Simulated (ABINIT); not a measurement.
Wanted: an ASE script for an ABINIT 10.8.3 (patched build) run.

* Task: equation of state
* Functional: PW91
* Dispersion: D3(BJ)
* Potentials or basis: JTH PAW PBE v2.0
* Cutoff: 408 eV
* k mesh: 12 × 12 × 12
* Occupations: fermi-dirac, width 0.05 eV
* Spin: no spin polarisation
* Dispersion computed by: simple-dftd3 1.7.0
* Fine-grid cutoff: 816.342 eV
* Exchange and correlation inside the PAW spheres: full angular mesh (pawxcdev 0, this build's default; the released program takes 1)

The system is Mo.

```xyz
1
Lattice="-1.5838 1.5838 1.5838 1.5838 -1.5838 1.5838 1.5838 1.5838 -1.5838" Properties=species:S:1:pos:R:3 pbc="T T T"
Mo    0.0000    0.0000    0.0000
```

One way to write it, as run:

run.py

```python
import json, os
import numpy as np
from ase.eos import EquationOfState
from ase.units import GPa
from ase.calculators.mixing import SumCalculator
from dftd3.ase import DFTD3
from ase.calculators.abinit import Abinit, AbinitProfile
from ase import Atoms

atoms = Atoms(['Mo'],
              cell=[[-1.5838089719, 1.5838089719, 1.5838089719], [1.5838089719, -1.5838089719, 1.5838089719], [1.5838089719, 1.5838089719, -1.5838089719]],
              scaled_positions=[[0.0, 0.0, 0.0]],
              pbc=True)

profile = AbinitProfile(command='abinit', pp_paths=[os.path.abspath('pseudos')])
params = dict(
    pps='pawxml', xc='PBE',
    ecut=408.1708,
    pawecutdg=816.3416,
    kptopt=1,
    ngkpt=[12, 12, 12],
    nshiftk=1,
    shiftk=[0.0, 0.0, 0.0],
    ixc=-109134,
    nband=11,
    occopt=3,
    tsmear=0.05,
    nstep=100,
    tolvrs=1e-09,
    prtwf=0,
    prtden=0,
)

cell0 = atoms.cell.copy()
volumes, energies = [], []
for i, x in enumerate([0.94, 0.96, 0.98, 1.0, 1.02, 1.04, 1.06]):
    atoms.set_cell(cell0 * x ** (1 / 3), scale_atoms=True)
    atoms.calc = SumCalculator([Abinit(profile=profile, directory=f'v{i}', **params), DFTD3(method='pw91', damping='d3bj')])
    volumes.append(atoms.get_volume() / len(atoms))
    dft, disp = atoms.calc.mixer.calcs
    energies.append((dft.get_property('free_energy', atoms) + disp.get_property('energy', atoms)) / len(atoms))
    print(f'{x:5.2f} {volumes[-1]:10.5f} A^3/atom {energies[-1]:14.6f} eV/atom', flush=True)
    json.dump(dict(volumes=volumes, energies=energies), open('results.json', 'w'))
v0, e0, b0 = EquationOfState(volumes, energies, eos='birchmurnaghan').fit()
print(f'V0 {v0:.4f} A^3/atom  E0 {e0:.6f} eV/atom  B0 {b0 / GPa:.2f} GPa')
```

Potentials or basis: JTH PAW PBE v2.0.

Run with:

```sh
$ python run.py
```

It gave:

* Equilibrium volume: 15.53 Å³/atom
* Bulk modulus: 273 GPa
* Pressure derivative of the bulk modulus: 4.4 (rough: it moves with the points fitted)

Caveat: pressures at fixed basis lie under the slope of the energies; the log and the count of SCF iterations are those of the last ABINIT call alone; the PAW data sets were made with another functional, which shifts forces and pressure a little.

Wall time 61 s on 1 thread of Arm Neoverse V1 (shared host), peak memory 0.11 GiB.
